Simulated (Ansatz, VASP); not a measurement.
# One calculation of Zn, two programs

File INCAR:

```
PREC     = Accurate       # precision mode
ENCUT    = 520            # plane-wave cutoff, eV
EDIFF    = 1E-7           # SCF threshold, eV
ISMEAR   = 0              # smearing method
SIGMA    = 0.15           # smearing width, eV
LREAL    = False          # projectors in reciprocal space
LASPH    = True           # aspherical terms in the spheres
NELM     = 100            # most SCF steps
ALGO     = Fast           # electronic algorithm
ISIF     = 2              # what is computed and relaxed
LWAVE    = False          # write WAVECAR
LCHARG   = False          # write CHGCAR
GGA      = CA             # functional
NBANDS   = 12             # bands
```

KPOINTS

```
regular mesh
0
Gamma
  24 24 24
```

POSCAR

```
Zn
1.0
   -1.4885160776      1.5700786024      1.5700786024
    1.5700786024     -1.4885160776      1.5700786024
    1.5700786024      1.5700786024     -1.4885160776
Zn
1
Direct
    0.0000000000      0.0000000000      0.0000000000
```

Input for Ansatz:

```yaml
crystal:
  lattice:
    - [-1.4885160776, 1.5700786024, 1.5700786024]
    - [1.5700786024, -1.4885160776, 1.5700786024]
    - [1.5700786024, 1.5700786024, -1.4885160776]
  atoms:
    - { symbol: Zn, position: [0.0, 0.0, 0.0] }
basis:
  ecutwfc: 420
kpoints:
  mp_grid: { grid: [24, 24, 24] }
hamiltonian:
  xc: lda
scf:
  occupations: { method: gaussian, width: 0.15 }
output:
  forces: true
  stress: true
  eigenvalues: true
```

Alike in both runs: task single point; functional LDA; k mesh 24 × 24 × 24; occupations gaussian, width 0.15 eV; no spin polarisation.

```csv
,VASP,Ansatz
version,VASP 6.6.1,Ansatz 0.2.0
potentials or method,"VASP PAW LDA potentials, release 64 (Zn)","scalar-relativistic, plane waves, PAW"
plane-wave cutoff (eV),520,420
valence electrons in the cell,12,12
```

Ansatz gave:

* gap on the k mesh at the Fermi level (eV): none
* pressure (GPa): -8.0
* largest component of the traceless stress (GPa): 0.49

Question: Estimate VASP's values.

Answer: gap on the k mesh at the Fermi level (eV): none; pressure (GPa): -7.6; largest component of the traceless stress (GPa): 0.44.

A gap of «none» marks a metal or a gap that the smearing closes.
